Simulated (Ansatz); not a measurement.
# Rh: response to strain

Aim: deform Rh (equal xx and yy strain of +3 %) and compute stress, forces and field gradients with LAPW, PAW and all-electron datasets made for the crystal.

Program: Ansatz 0.2.0. Level of theory: DFT PBE, scalar-relativistic. These are calculated values, not measurements.

## 1. The structure to begin with

Symmetry: Fm-3m, No. 225, cubic system. Conventional cell: a = 3.803 Å, b = 3.803 Å, c = 3.803 Å, α = 90.00°, β = 90.00°, γ = 90.00°. Rh (site symmetry m-3m) is surrounded by 12 Rh at 2.69 Å.

Coordinates:

```cif
data_structure
_symmetry_space_group_name_H-M 'P 1'
_symmetry_Int_Tables_number 1
_cell_length_a 2.6892
_cell_length_b 2.6892
_cell_length_c 2.6892
_cell_angle_alpha 60.000
_cell_angle_beta 60.000
_cell_angle_gamma 60.000
_cell_volume 13.75
loop_
_atom_site_label
_atom_site_type_symbol
_atom_site_fract_x
_atom_site_fract_y
_atom_site_fract_z
_atom_site_occupancy
Rh1 Rh 0.00000 0.00000 0.00000 1
```

## 2. The deformed structure

Space group Fm-3m before, I4/mmm after.

## 3. All-electron LAPW

Input file input.yaml:

```yaml
crystal:
  lattice:
    - [0.0, 1.9585965, 1.90155]
    - [1.9585965, 0.0, 1.90155]
    - [1.9585965, 1.9585965, 0.0]
  atoms:
    - { symbol: Rh, position: [0.0, 0.0, 0.0] }
kpoints:
  mp_grid: { grid: [16, 16, 16] }
  band_path:
    path:
      - [0.0, 0.0, 0.0]
      - [0.0, 0.5, 0.5]
      - [0.25, 0.75, 0.5]
      - [0.0, 0.5, 0.0]
      - [0.0, 0.0, 0.0]
      - [0.5, 0.5, 0.0]
      - [0.3826125, 0.6173875, 0.0]
      - [-0.3826125, 0.3826125, 0.0]
      - [0.0, 0.0, 0.0]
    npoints: 5
scf:
  occupations: { method: fermi_dirac, width: 0.08 }
hamiltonian:
  xc: pbe
  pseudopotentials: { kind: all_electron, lapw: { basis_error: 0.001 } }
output:
  forces: true
  stress: true
  eigenvalues: true
```

The run is started by

```bash
ansatz run input.yaml --threads 1 --pin off --max-ram 3072MiB --backend cpu --events-out ev --progress --plain --runs-dir out
```

## 4. PAW with frozen cores

Input file input.yaml:

```yaml
crystal:
  lattice:
    - [0.0, 1.9585965, 1.90155]
    - [1.9585965, 0.0, 1.90155]
    - [1.9585965, 1.9585965, 0.0]
  atoms:
    - { symbol: Rh, position: [0.0, 0.0, 0.0] }
kpoints:
  mp_grid: { grid: [16, 16, 16] }
scf:
  occupations: { method: fermi_dirac, width: 0.08 }
hamiltonian:
  xc: pbe
  pseudopotentials: { kind: paw }
output:
  forces: true
  stress: true
  eigenvalues: true
  efg: { contact_densities: true }
  write_density: true
  write_potential: true
  elf: true
  volumetric_format: npy
```

## 5. Datasets made for this crystal

Changes to input.yaml since step 4:

```diff
@@ -13,3 +13,3 @@
   xc: pbe
-  pseudopotentials: { kind: paw }
+  pseudopotentials: { kind: all_electron, datasets: crystal }
 output:
@@ -19,5 +19 @@
   efg: { contact_densities: true }
-  write_density: true
-  write_potential: true
-  elf: true
-  volumetric_format: npy
```

(Steps that only read results are left out.)

Before running it: what results should come out? Wanted: pressure; largest shear or deviatoric stress.

The runs gave:

| quantity | value |
| --- | --- |
| pressure | LAPW -8.49, PAW -8.45, crystal datasets -8.49 GPa |
| largest shear or deviatoric stress (LAPW) | 3.91 GPa |

**Reading.** The largest part of the stress beyond the pressure is 3.91 GPa in size, in the zz component. No run of the undeformed cell stands beside it, so the pressure holds what the given cell had before the change. PAW: stress within 0.04 GPa of LAPW. Crystal datasets: stress within 0.01 GPa of LAPW.
